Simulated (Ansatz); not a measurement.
Here is an Ansatz 0.2.0 calculation.

The input input.yaml:

```yaml
crystal:
  lattice:
    - [3.798, 0.0, 0.0]
    - [-1.899, 3.2891644836, 0.0]
    - [0.0, 0.0, 6.192]
  atoms:
    - { symbol: Zr, position: [0.0, 0.0, 0.0] }
    - { symbol: Se, position: [0.6666666667, 0.3333333333, 0.75] }
    - { symbol: Se, position: [0.3333333333, 0.6666666667, 0.25] }
kpoints:
  mp_grid: { grid: [8, 8, 5] }
  band_path:
    path:
      - [0.0, 0.0, 0.0]
      - [0.5, 0.0, 0.0]
      - [0.3333333333, 0.3333333333, 0.0]
      - [0.0, 0.0, 0.0]
      - [0.0, 0.0, 0.5]
      - [0.5, 0.0, 0.5]
      - [0.3333333333, 0.3333333333, 0.5]
      - [0.0, 0.0, 0.5]
    npoints: 10
scf:
  occupations: { method: fermi_dirac, width: 0.05 }
hamiltonian:
  xc: pbesol
  pseudopotentials: { kind: all_electron, datasets: crystal }
output:
  forces: true
  stress: true
  eigenvalues: true
```

Potentials or basis: all-electron PAW datasets made for the crystal.

The run is started by

```sh
$ ansatz run input.yaml --threads 2 --pin off --max-ram 8192MiB --backend cpu --events-out ev --progress --plain --runs-dir out
```

**Question.** Estimate the band gap on the k mesh.

**Answer.** 0.36 eV, indirect (least direct gap 1.02 eV).

**Question.** What does it give for the pressure?

**Answer.** -1.2 GPa.

Stress tensor (GPa, compression positive):
```
-1.88  0.00  0.00
 0.00 -1.88  0.00
 0.00  0.00  0.19
```

Caveat: this functional lacks dispersion, which binds the layers, so the pressure and a relaxed spacing across them are unreliable.

**Experimental background.**

From “Stress-Tuned Optical Transitions in Layered 1T-MX2 (M= Hf, Zr, Sn; X= S, Se) Crystals”, 2022, arxiv:2210.12074, for a bulk crystal of ZrSe2: band gap 1.2 eV (indirect).

A measured gap of ZrSe2 is 1.2 eV (indirect; quoted in “Stress-Tuned Optical Transitions in Layered 1T-MX2 (M= Hf, Zr, Sn; X= S, Se) Crystals”, 2022, arxiv:2210.12074); the calculated 0.32 eV misses it by -0.88 eV. Spin-orbit coupling on Se, Zr is left out. The value is that of PBEsol, without temperature or zero-point motion. Semilocal functionals fall short of measured gaps as a rule.
